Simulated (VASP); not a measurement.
# TiO2 (kx) (I4_1/amd) in VASP: single point with LDA

Aim: the single point of TiO2 (kx) with LDA.

Everything below comes from runs of VASP 6.6.1. Logs are shortened: lines on timing, memory, paths and dates and some standing lists are left out, and cuts for length are marked.

**1. The cell of the first run**

The structure is tetragonal, space group I4_1/amd (No. 141). Conventional cell: a = 3.789 Å, b = 3.789 Å, c = 9.537 Å, α = 90.00°, β = 90.00°, γ = 90.00°. Ti (site symmetry -4m2) is surrounded by 6 O at 1.94 to 1.97 Å. O (site symmetry 2mm) is surrounded by 3 Ti at 1.94 to 1.97 Å.

**2. Single point, LDA (the database cell kept)**

INCAR

```
  PREC = Accurate
  ENCUT = 520
  EDIFF = 1E-6
  ISMEAR = 0
  SIGMA = 0.02
  LREAL = F
  LASPH = T
  NELM = 100
  ALGO = Fast
  ISIF = 2
  LWAVE = F
  LCHARG = F
  GGA = CA
  NBANDS = 33
```

KPOINTS

```
regular mesh
0
Gamma
  10 10 10
```

POSCAR

```
TiO2
1.0
   -1.8946000000      1.8946000000      4.7685000000
    1.8946000000     -1.8946000000      4.7685000000
    1.8946000000      1.8946000000     -4.7685000000
Ti O
2 4
Direct
    0.0000000000      0.0000000000      0.0000000000
    0.7500000000      0.2500000000      0.5000000000
    0.2069648848      0.2069648848      0.0000000000
    0.9569648848      0.4569648848      0.5000000000
    0.5430351152      0.0430351152      0.5000000000
    0.7930351152      0.7930351152      0.0000000000
```

Potentials or basis: VASP PAW LDA potentials, release 64 (Ti_sv, O).

Command:

```sh
$ cat potpaw_LDA.64/Ti_sv/POTCAR potpaw_LDA.64/O/POTCAR > POTCAR
$ mpirun -np 1 vasp_std > vasp.out
```

OUTCAR:

```text
PREC = Accurate
   ENCUT = 520
   EDIFF = 1E-6
   ISMEAR = 0
   LREAL = F
   LASPH = T
   NELM = 100
   ISIF = 2
   GGA = CA

 ion  position               nearest neighbor table
   1  0.000  0.000  0.000-   5 1.94   4 1.94   5 1.94   4 1.94   3 1.97   6 1.97
   2  0.750  0.250  0.500-   6 1.94   3 1.94   6 1.94   3 1.94   4 1.97   5 1.97
   3  0.207  0.207  0.000-   2 1.94   2 1.94   1 1.97
   4  0.957  0.457  0.500-   1 1.94   1 1.94   2 1.97
   5  0.543  0.043  0.500-   1 1.94   1 1.94   2 1.97
   6  0.793  0.793  0.000-   2 1.94   2 1.94   1 1.97

  LATTYP: Found a body centered tetragonal cell.
 ALAT       =     3.7892000000
 C/A-ratio  =     2.5168901087

  Lattice vectors:

 A1 = (  -1.8946000000,   1.8946000000,   4.7685000000)
 A2 = (   1.8946000000,  -1.8946000000,   4.7685000000)
 A3 = (   1.8946000000,   1.8946000000,  -4.7685000000)

Analysis of symmetry for initial positions (statically):
=====================================================================
 Subroutine PRICEL returns:
 Original cell was already a primitive cell.

 Routine SETGRP: Setting up the symmetry group for a
 body centered tetragonal supercell.

 Subroutine GETGRP returns: Found 16 space group operations
 (whereof  8 operations were pure point group operations)
 out of a pool of 16 trial point group operations.

The static configuration has the point symmetry D_2d.
 The point group associated with its full space group is D_4h.

Analysis of symmetry for dynamics (positions and initial velocities):
=====================================================================
 Subroutine PRICEL returns:
 Original cell was already a primitive cell.

 Routine SETGRP: Setting up the symmetry group for a
 body centered tetragonal supercell.

 Subroutine GETGRP returns: Found 16 space group operations
 (whereof  8 operations were pure point group operations)
 out of a pool of 16 trial point group operations.

The dynamic configuration has the point symmetry D_2d.
 The point group associated with its full space group is D_4h.

 Subroutine INISYM returns: Found 16 space group operations
 (whereof  8 operations are pure point group operations),
 and found     1 'primitive' translations

----------------------------------------------------------------------------------------

                                     Primitive cell

  volume of cell :      68.4663

  direct lattice vectors                    reciprocal lattice vectors
    -1.894600000  1.894600000  4.768500000     0.000000000  0.263907949  0.104854776
     1.894600000 -1.894600000  4.768500000     0.263907949  0.000000000  0.104854776
     1.894600000  1.894600000 -4.768500000     0.263907949  0.263907949  0.000000000

  length of vectors
     5.469699313  5.469699313  5.469699313     0.283975227  0.283975227  0.373222201

  position of ions in fractional coordinates (direct lattice)
     0.000000000  0.000000000  0.000000000
     0.750000000  0.250000000  0.500000000
     0.206964885  0.206964885  0.000000000
     0.956964885  0.456964885  0.500000000
     0.543035115  0.043035115  0.500000000
     0.793035115  0.793035115  0.000000000

  ion indices of the primitive-cell ions
   primitive index   ion index
                 1           1
                 2           2
                 3           3
                 4           4
                 5           5
                 6           6

----------------------------------------------------------------------------------------

 KPOINTS: regular mesh

Automatic generation of k-mesh.
 Grid dimensions read from file:
 generate k-points for:   10   10   10

 Generating k-lattice:

  Cartesian coordinates                     Fractional coordinates (reciprocal lattice)
     0.000000000  0.026390795  0.010485478     0.100000000  0.000000000  0.000000000
     0.026390795  0.000000000  0.010485478     0.000000000  0.100000000  0.000000000
     0.026390795  0.026390795  0.000000000     0.000000000  0.000000000  0.100000000

  Length of vectors
     0.028397523  0.028397523  0.037322220

  Shift w.r.t. Gamma in fractional coordinates (k-lattice)
     0.000000000  0.000000000  0.000000000

 Subroutine IBZKPT returns following result:
 ===========================================

 Found    102 irreducible k-points:

 Following reciprocal coordinates:
            Coordinates               Weight
  0.000000  0.000000  0.000000      1.000000
  0.100000 -0.000000  0.000000      8.000000
  0.200000 -0.000000  0.000000      8.000000
  0.300000 -0.000000  0.000000      8.000000
  0.400000 -0.000000  0.000000      8.000000
  0.500000 -0.000000  0.000000      4.000000
[... 16 lines left out ...]
  0.300000  0.300000  0.000000      8.000000
  0.400000  0.300000  0.000000     16.000000
 [... further k-points ...]
   k-points           NKPTS =    102   k-points in BZ     NKDIM =    102   number of bands    NBANDS=     33
   number of dos      NEDOS =    301   number of ions     NIONS =      6
   total plane-waves  NPLWV =  74088
   dimension x,y,z NGX =    42 NGY =   42 NGZ =   42
   dimension x,y,z NGXF=    84 NGYF=   84 NGZF=   84
   ions per type =               2   4
   NGX,Y,Z   is equivalent  to a cutoff of  12.77, 12.77, 12.77 a.u.
   NGXF,Y,Z  is equivalent  to a cutoff of  25.53, 25.53, 25.53 a.u.
 SYSTEM =  unknown system
   PREC   = accura    normal or accurate (medium, high low for compatibility)
   ISTART =      0    job   : 0-new  1-cont  2-samecut
   ICHARG =      2    charge: 1-file 2-atom 10-const
   ISPIN  =      1    spin polarized calculation?
   LNONCOLLINEAR =      F non collinear calculations
   LSORBIT =      F    spin-orbit coupling
   LASPH  =      T    aspherical Exc in radial PAW
   ENCUT  =  520.0 eV  38.22 Ry    6.18 a.u.  10.17 10.17 10.17*2*pi/ulx,y,z
   NELM   =    100;   NELMIN=  2; NELMDL= -5     # of ELM steps
   EDIFF  = 0.1E-05   stopping-criterion for ELM
   LREAL  =      F    real-space projection
   EDIFFG = 0.1E-04   stopping-criterion for IOM
   NSW    =      0    number of steps for IOM
   IBRION =     -1    ionic relax: 0-MD 1-quasi-New 2-CG
   NFREE  =      0    steps in history (QN), initial steepest desc. (CG)
   ISIF   =      2    stress and relaxation
   ISYM   =      2    0-nonsym 1-usesym 2-fastsym
   POTIM  = 0.5000    time-step for ionic-motion
   TEBEG  =    0.0;   TEEND  =   0.0 temperature during run
   PSTRESS=    0.0 pullay stress
   NELECT =      48.0000    total number of electrons
   NUPDOWN=      -1.0000    fix difference up-down
   EMIN   =  10.00;   EMAX   =-10.00  energy-range for DOS
   EFERMI =   0.00;   METHOD = LEGACY
   ISMEAR =     0;   SIGMA  =   0.02  broadening in eV -4-tet -1-fermi 0-gaus
   EFERMI_NEDOS =   21; number of points for ismear=-14 and -15
   IALGO  =     68    algorithm
   IMIX   =      4    mixing-type and parameters
     AMIX     =   0.40;   BMIX     =  1.00
     AMIX_MAG =   1.60;   BMIX_MAG =  1.00
  volume/ion in A,a.u.               =      11.41        77.01
  Fermi-wavevector in a.u.,A,eV,Ry     =   1.454330  2.748285 28.777352  2.115076
  Thomas-Fermi vector in A             =   2.571493
   LORBIT       =      0    0 simple, 1 ext, 2 COOP (PROOUT), +10 PAW based schemes
   GGA     = CA    functional components
   LHFCALC =     F    Hartree Fock is set to
   AEXX    =    0.0000 exact exchange contribution
   IVDW    =     0    specifies the selected vdW correction
   LEPSILON=     F    determine dielectric tensor
   LRPA    =     F    only Hartree local field effects (RPA)
 non-spin polarized calculation
 RMM-DIIS sequential band-by-band and
 Gauss-broadening in eV      SIGMA  =   0.02
  energy-cutoff  :      520.00
  volume of cell :       68.47
 maximum number of plane-waves:      1860
 NGX is ok and might be reduce to    42
   NGX = 21   NGY = 21   NGZ = 21

 number of electron      47.9999995 magnetization

 Free energy of the ion-electron system (eV)
  ---------------------------------------------------
  ext. energy  EPLUGINS =         0.00000000
  ---------------------------------------------------
  free energy    TOTEN  =       -58.79874384 eV

  energy without entropy =      -58.79874384  energy(sigma->0) =      -58.79874384

 E-fermi :   3.2659     XC(G=0): -11.3127

 val. band max:        3.0136527574   @ k =  -0.4000   0.4000   0.0000
 cond. band min:       5.0446663923   @ k =   0.0000   0.0000   0.0000
 fundamental gap:      2.0310136349
 Fermi energy:         3.2659400267

 k-point     1 :       0.0000    0.0000    0.0000
  band No.  band energies     occupation
      1     -52.6217      2.00000
      2     -52.5577      2.00000
      3     -29.5049      2.00000
      4     -29.2478      2.00000
      5     -29.2478      2.00000
      6     -29.1731      2.00000
[... 25 lines left out ...]
     32       8.3832      0.00000
     33      10.0939      0.00000

 k-point     2 :       0.1000   -0.0000    0.0000
  band No.  band energies     occupation
      1     -52.6203      2.00000
      2     -52.5586      2.00000
      3     -29.5017      2.00000
      4     -29.2612      2.00000
      5     -29.2488      2.00000
      6     -29.1785      2.00000
[... 25 lines left out ...]
     32       8.5008      0.00000
     33      10.3827      0.00000

 k-point     3 :       0.2000   -0.0000    0.0000
  band No.  band energies     occupation
      1     -52.6165      2.00000
      2     -52.5613      2.00000
      3     -29.4936      2.00000
      4     -29.2949      2.00000
      5     -29.2512      2.00000
      6     -29.1912      2.00000
[... 25 lines left out ...]
     32       9.1921      0.00000
     33      11.0291      0.00000

 k-point     4 :       0.3000   -0.0000    0.0000
  band No.  band energies     occupation
      1     -52.6110      2.00000
      2     -52.5653      2.00000
      3     -29.4834      2.00000
      4     -29.3354      2.00000
      5     -29.2540      2.00000
      6     -29.2035      2.00000
[... 25 lines left out ...]
     32       9.0445      0.00000
     33      11.8572      0.00000

 k-point     5 :       0.4000   -0.0000    0.0000
  band No.  band energies     occupation
      1     -52.6057      2.00000
      2     -52.5695      2.00000
      3     -29.4743      2.00000
      4     -29.3692      2.00000
      5     -29.2560      2.00000
      6     -29.2096      2.00000
[... 604 lines left out ...]
 k-point    22 :      -0.2000    0.2000    0.0000
  band No.  band energies     occupation
      1     -52.6140      2.00000
      2     -52.5622      2.00000
      3     -29.4991      2.00000
      4     -29.3135      2.00000
      5     -29.2690      2.00000
      6     -29.2107      2.00000
[... 25 lines left out ...]
     32       9.4909      0.00000
     33      11.5999      0.00000

 k-point    23 :       0.3000    0.3000    0.0000
  band No.  band energies     occupation
      1     -52.5977      2.00000
      2     -52.5756      2.00000
      3     -29.4538      2.00000
      4     -29.3912      2.00000
      5     -29.2920      2.00000
      6     -29.2428      2.00000
[... 25 lines left out ...]
     32       9.9574      0.00000
     33      13.2246      0.00000

 k-point    24 :       0.4000    0.3000    0.0000
  band No.  band energies     occupation
      1     -52.5937      2.00000
      2     -52.5784      2.00000
      3     -29.4560      2.00000
      4     -29.4135      2.00000
      5     -29.2934      2.00000
      6     -29.2593      2.00000
[... 25 lines left out ...]
     32       9.5743      0.00000
     33      10.3856      0.00000

 [... further k-points ...]
[... 5 lines left out ...]
  --------------------------------------------------------------------------------------
  -------------------------------------------------------------------------------------
  Total       -2.9062896     -2.9062896     -1.8429383      0.0000000      0.0000000      0.0000000
  in kB      -68.0099770    -68.0099770    -43.1265312      0.0000000      0.0000000      0.0000000
  external PRESSURE =     -59.7154951 kB  Pullay stress =       0.0000000 kB

 VOLUME and BASIS-vectors are now :
 -----------------------------------------------------------------------------
  energy-cutoff  :      520.00
  volume of cell :       68.47
      direct lattice vectors                 reciprocal lattice vectors
    -1.894600000  1.894600000  4.768500000     0.000000000  0.263907949  0.104854776
     1.894600000 -1.894600000  4.768500000     0.263907949  0.000000000  0.104854776
     1.894600000  1.894600000 -4.768500000     0.263907949  0.263907949  0.000000000

 POSITION                                       TOTAL-FORCE (eV/Angst)
 -----------------------------------------------------------------------------------
      0.00000      0.00000      0.00000         0.000000      0.000000     -0.000000
      0.00000      1.89460      2.38425         0.000000      0.000000     -0.000000
      0.00000      0.00000      1.97382         0.000000     -0.000000      0.037308
      0.00000      1.89460      4.35807        -0.000000      0.000000      0.037308
      0.00000      1.89460      0.41043        -0.000000      0.000000     -0.037308
      0.00000      0.00000      7.56318         0.000000     -0.000000     -0.037308
 -----------------------------------------------------------------------------------
    total drift:                               -0.000000     -0.000000      0.000000

  FREE ENERGIE OF THE ION-ELECTRON SYSTEM (eV)
  ---------------------------------------------------
  free  energy   TOTEN  =       -58.7987438381 eV

  energy  without entropy=      -58.7987438381  energy(sigma->0) =      -58.79874384
```

Run time: 15 min. Hardware: 1 thread of AMD EPYC 7R13 (Zen 3), shared host; peak memory 0.29 GiB.

Results:

```yaml
Free_energy: -58.7987 eV
Pressure: -6.0 GPa
Largest_force: 0.037 eV/Å
Band_gap_on_the_k_mesh: 2.03 eV, indirect (least direct gap 2.34 eV)
```

Forces in eV/Å, atoms in the order of the input:
```
Ti   0.000  0.000  0.000
Ti   0.000  0.000  0.000
O    0.000  0.000  0.037
O    0.000  0.000  0.037
O    0.000  0.000 -0.037
O    0.000  0.000 -0.037
```

Stress tensor (GPa, compression positive):
```
-6.80  0.00  0.00
 0.00 -6.80  0.00
 0.00  0.00 -4.31
```

Levels at points of the mesh, in eV from the valence-band top:
```tsv
k point	band 20	band 21	band 22	band 23	band 24	band 25	band 26	band 27	band 28	band 29
(0.00, 0.00, 0.00)	-0.74	-0.74	-0.74	-0.44	-0.44	2.03	2.79	3.98	3.98	4.01
(0.50, 0.00, 0.00)	-1.98	-1.97	-0.94	-0.80	-0.61	3.17	3.52	3.52	3.61	4.27
(0.50, 0.50, 0.00)	-2.64	-2.04	-2.04	-0.04	-0.04	3.27	3.27	3.77	3.77	4.86
(0.50, 0.50, 0.50)	-1.34	-1.23	-1.23	-0.09	-0.09	2.40	2.40	3.73	3.73	4.28
```

A k mesh can miss the band edges.
